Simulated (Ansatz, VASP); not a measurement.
# GaP: VASP beside Ansatz, part 2 of 2

Wanted: the spread between two codes on one cell, functional and k mesh. The structure shown is the end of the Ansatz relaxation below.

VASP 6.6.1 and Ansatz 0.2.0.

So far, gap on the k-mesh: step 4 (side by side) 1.50.

## Step 6: VASP: single point, PBEsol, pair 2

Level of this step: PBEsol; plane waves and PAW (Ga_d, P) (VASP).

The same cell, functional, mesh and smearing now go to VASP, with its own data sets.

The input, INCAR:

```
SYSTEM = GaP
PREC = Accurate
ENCUT = 500
EDIFF = 1E-06
NELM = 120
ISMEAR = -1
SIGMA = 0.02
LREAL = .FALSE.
ALGO = Normal
GGA = PS
NBANDS = 33
LORBIT = 11
LWAVE = .FALSE.
LCHARG = .FALSE.
ISIF = 2
LASPH = .TRUE.
GGA_COMPAT = .FALSE.
EFERMI = MIDGAP
KPAR = 2
```

The input, POSCAR:

```
GaP
1.0
    3.7305220300      0.0000000000      0.0000000000
   -1.8652610150      3.2307268474      0.0000000000
    0.0000000000      0.0000000000      9.5565261359
Ga P
3 3
Direct
    0.0000000000      0.0000000000      0.9977470707
    0.3333333333      0.6666666667      0.3310804041
    0.6666666667      0.3333333333      0.6644137374
    0.0000000000      0.0000000000      0.7522529293
    0.3333333333      0.6666666667      0.0855862626
    0.6666666667      0.3333333333      0.4189195959
```

The input, KPOINTS:

```
Automatic mesh
0
Gamma
8 8 3
0 0 0
```

PAW data sets: Ga_d and P (PBE family, release 64).

Launch:

```
$ mpirun -np 2 vasp_std
```

Numbers of over 12 decimals in the logs are rounded to 6 here.

The program printed:

```text
[banner, memory and clock lines left out]
running    2 mpi-ranks, on    1 nodes
[...]
[... a notice as in an earlier step ...]

 LDA part: xc-table for (Slater+PW92), standard interpolation
 POSCAR, INCAR and KPOINTS ok, starting setup
[...]
entering main loop
       N       E                     dE             d eps       ncg     rms          rms(c)
DAV:   1     0.415274309049E+03    0.41527E+03   -0.25281E+04  1682   0.240E+03
DAV:   2     0.288731958664E+02   -0.38640E+03   -0.37677E+03  1746   0.543E+02
DAV:   3    -0.279227932108E+02   -0.56796E+02   -0.55696E+02  1952   0.158E+02
DAV:   4    -0.305085205774E+02   -0.25857E+01   -0.25772E+01  2152   0.348E+01
[...]
DAV:  13    -0.296267750908E+02   -0.16009E-05   -0.26945E-05  2207   0.371E-02    0.116E-02
DAV:  14    -0.296267734980E+02    0.15928E-05   -0.94365E-06  2242   0.329E-02    0.208E-03
DAV:  15    -0.296267735989E+02   -0.10089E-06   -0.33800E-07  1141   0.470E-03
   1 F= -.29626774E+02 E0= -.29626774E+02  d E =-.380039E-13
```

OUTCAR, selected parts (step 6):

```text
  Total        4.6346997      4.6346997     -0.1001013      0.0000000     -0.0000000     -0.0000000
  in kB       64.4706838     64.4706838     -1.3924527      0.0000000     -0.0000000     -0.0000000
  external PRESSURE =      42.5163050 kB  Pullay stress =       0.0000000 kB

 POSITION                                       TOTAL-FORCE (eV/Angst)
 -----------------------------------------------------------------------------------
      0.00000      0.00000      9.53500        -0.000000     -0.000000      0.003764
     -0.00000      2.15382      3.16398         0.000000      0.000000      0.003764
      1.86526      1.07691      6.34949        -0.000000      0.000000      0.003764
      0.00000      0.00000      7.18892        -0.000000     -0.000000     -0.003764
     -0.00000      2.15382      0.81791         0.000000      0.000000     -0.003764
      1.86526      1.07691      4.00342         0.000000      0.000000     -0.003764
 -----------------------------------------------------------------------------------
    total drift:                               -0.000000     -0.000001      0.000734

  FREE ENERGIE OF THE ION-ELECTRON SYSTEM (eV)
  ---------------------------------------------------
  free  energy   TOTEN  =       -29.6267735989 eV

  energy  without entropy=      -29.6267735989  energy(sigma->0) =      -29.62677360

[... 1 part as in an earlier step ...]

[... 2 further parts left out ...]
[key lines of the parts left out:]
E-fermi :   5.8198
```

The run ends at a pressure of 4.25 GPa, with forces up to 0.0038 eV/Å.

## Step 7: Side by side

Both answers:

| quantity | Ansatz | VASP | difference |
| --- | --- | --- | --- |
| pressure (GPa) | 4.38 | 4.25 | +0.13 |
| gap on the k mesh (eV) | 1.095 | 1.095 | -0.001 |

At this near-relaxed geometry the largest component of a force difference is 4 meV/Å. A gap on the mesh is an upper bound, since the band edges may lie between its points.

## Step 8: Ansatz: relaxation, PBEsol

This run makes the geometry at which the two programs are then compared. The cell compared in this pair holds 116.97 Å³, against 115.18 Å³ for the pair before.

The structure compared here is the end of the Ansatz relaxation.

The input, input.yaml:

```yaml
crystal:
  lattice:
    - [3.76898102, 0.0, 0.0]
    - [-1.88449051, 3.2640333097, 0.0]
    - [0.0, 0.0, 9.53353588]
  atoms:
    - { symbol: Ga, position: [0.0, 0.0, 0.0] }
    - { symbol: Ga, position: [0.3333333, 0.6666667, 0.3333333] }
    - { symbol: Ga, position: [0.6666667, 0.3333333, 0.6666667] }
    - { symbol: P, position: [0.0, 0.0, 0.75] }
    - { symbol: P, position: [0.3333333, 0.6666667, 0.0833333] }
    - { symbol: P, position: [0.6666667, 0.3333333, 0.4166667] }
kpoints:
  mp_grid: { grid: [8, 8, 3] }
scf:
  occupations: { method: fermi_dirac, width: 0.02 }
hamiltonian:
  xc: pbesol
  pseudopotentials: { kind: paw, azcp: { folder: soft_1 }, xc_functional: pbe }
basis:
  ecutwfc: 600
output:
  forces: true
  stress: true
relax:
  f_tol: 0.005
  max_steps: 70
  cell: { stress_tol: 0.02, p_target: 0, fix: [a, b, alpha, beta, gamma] }
```

Launch:

```
$ ansatz run input.yaml --threads 8 --pin off --max-ram 18432MiB --backend cpu --events-out ev --progress --plain --runs-dir out
```

The program printed:

```text
[...]
Crystal: 6 atoms, lattice volume = 117.282 Å³
Basis set: ecut = 600 eV, 3921 PW (Γ), exchange–correlation on 64×64×160 points (8 copies of the dense FFT grid, shifted against one another)
Bands: 33, of which v1, the nominal top of the filled ones, is band 27 counted from 1 (26 counted from 0)
Symmetry: 18 space group operations
[...]
cell:  # Å, volume = 116.9736 Å³
    - [3.768981, 0, 0]
    - [-1.884491, 3.264033, 0]
    - [0, 0, 9.508443]
  atoms:
    - { symbol: Ga, position: [2.7298388029941415e-19, 0, -0.0014581] }
    - { symbol: Ga, position: [0.333333, 0.666667, 0.331875] }
    - { symbol: Ga, position: [0.666667, 0.333333, 0.665209] }
    - { symbol: P, position: [-2.72983880299414e-19, 0, 0.751458] }
    - { symbol: P, position: [0.333333, 0.666667, 0.084791] }
    - { symbol: P, position: [0.666667, 0.333333, 0.418125] }
[key lines of the parts left out:]
SCF converged after 6 iterations
Free energy (F): -13452.122209 eV
Fermi energy:    8.178422 eV
P = ⅓ Tr σ = 2.8357 GPa (28.357 kbar)
```

Between step 4 and this run (cell volume -3.1 %) the value for the gap on the k-mesh moves from 1.50 to 1.26.

## Step 9: VASP: single point, PBEsol, pair 3

The same cell, functional, mesh and smearing now go to VASP, with its own data sets.

INCAR is that of step 6.

The input, POSCAR:

```
GaP
1.0
    3.7689810200      0.0000000000      0.0000000000
   -1.8844905100      3.2640333097      0.0000000000
    0.0000000000      0.0000000000      9.5084430837
Ga P
3 3
Direct
    0.0000000000      0.0000000000      0.9985418978
    0.3333333333      0.6666666667      0.3318752311
    0.6666666667      0.3333333333      0.6652085644
    0.0000000000      0.0000000000      0.7514581022
    0.3333333333      0.6666666667      0.0847914356
    0.6666666667      0.3333333333      0.4181247689
```

KPOINTS is that of step 6.

Launch:

```
$ mpirun -np 2 vasp_std
```

The program printed:

```text
[... set-up lines as in an earlier step ...]
 entering main loop
       N       E                     dE             d eps       ncg     rms          rms(c)
DAV:   1     0.414193521258E+03    0.41419E+03   -0.25224E+04  1738   0.240E+03
DAV:   2     0.264829006840E+02   -0.38771E+03   -0.37847E+03  1754   0.539E+02
DAV:   3    -0.279566020433E+02   -0.54440E+02   -0.52851E+02  1896   0.156E+02
DAV:   4    -0.305611441120E+02   -0.26045E+01   -0.25963E+01  2176   0.347E+01
[...]
DAV:  12    -0.297061882706E+02    0.85891E-05   -0.48009E-05  1948   0.549E-02    0.243E-02
DAV:  13    -0.297061877702E+02    0.50040E-06   -0.18343E-05  1894   0.188E-02    0.119E-02
DAV:  14    -0.297061874775E+02    0.29266E-06   -0.19584E-06  1564   0.935E-03
   1 F= -.29706187E+02 E0= -.29706187E+02  d E =-.704874E-15
```

Parts of OUTCAR (step 9):

```text
  Total        2.9995697      2.9995697     -0.0948137      0.0000000     -0.0000000      0.0000000
  in kB       41.0848402     41.0848402     -1.2986551      0.0000000     -0.0000000      0.0000000
  external PRESSURE =      26.9570085 kB  Pullay stress =       0.0000000 kB

 POSITION                                       TOTAL-FORCE (eV/Angst)
 -----------------------------------------------------------------------------------
      0.00000      0.00000      9.49458        -0.000000     -0.000000      0.003118
     -0.00000      2.17602      3.15562         0.000000     -0.000000      0.003118
      1.88449      1.08801      6.32510        -0.000000     -0.000000      0.003118
      0.00000      0.00000      7.14520        -0.000000      0.000000     -0.003118
     -0.00000      2.17602      0.80623        -0.000000      0.000000     -0.003118
      1.88449      1.08801      3.97572         0.000000      0.000000     -0.003118
 -----------------------------------------------------------------------------------
    total drift:                               -0.000000     -0.000001      0.001250

  FREE ENERGIE OF THE ION-ELECTRON SYSTEM (eV)
  ---------------------------------------------------
  free  energy   TOTEN  =       -29.7061874775 eV

  energy  without entropy=      -29.7061874775  energy(sigma->0) =      -29.70618748

[... 1 part as in an earlier step ...]

[... 2 further parts left out ...]
[key lines of the parts left out:]
E-fermi :   5.6796
```

The run ends at a pressure of 2.70 GPa, with forces up to 0.0031 eV/Å.

## Step 10: Differences

The two programs side by side:

| quantity | Ansatz | VASP | difference |
| --- | --- | --- | --- |
| pressure (GPa) | 2.84 | 2.70 | +0.14 |
| gap on the k mesh (eV) | 1.259 | 1.260 | -0.001 |

At this near-relaxed geometry the largest component of a force difference is 3 meV/Å. A gap on the mesh is an upper bound, since the band edges may lie between its points.

## Step 11: Outcome

```
difference in gap on the k mesh (single point, PBEsol, pair 1) : -0.0028 eV
difference in gap on the k mesh (single point, PBEsol, pair 2) : -5.8e-4 eV
difference in gap on the k mesh (single point, PBEsol, pair 3) : -0.0014 eV
```

**Reading.** The difference in gap on the k mesh is -0.0028 eV (single point, PBEsol, pair 1), within the 0.08 eV picked in this series as the mark of a large difference. 4 further runs of this series are not shown here. Such differences can come from data sets, numerical settings and the points named under the comparisons, not from the functional's error against experiment.

[Lines on the potential files, build, host, timing and source positions are cut from VASP's logs without a mark.]

[Logs are printed without paths, hosts, clocks, repeated set-up lines and the standing remarks that a program may print on its own settings, such as how far it seeks lower states.]

[Hosts, paths, dates, database ids (printed as entryN), source tags and the programs' standing remarks are cut or masked in the printed files.]
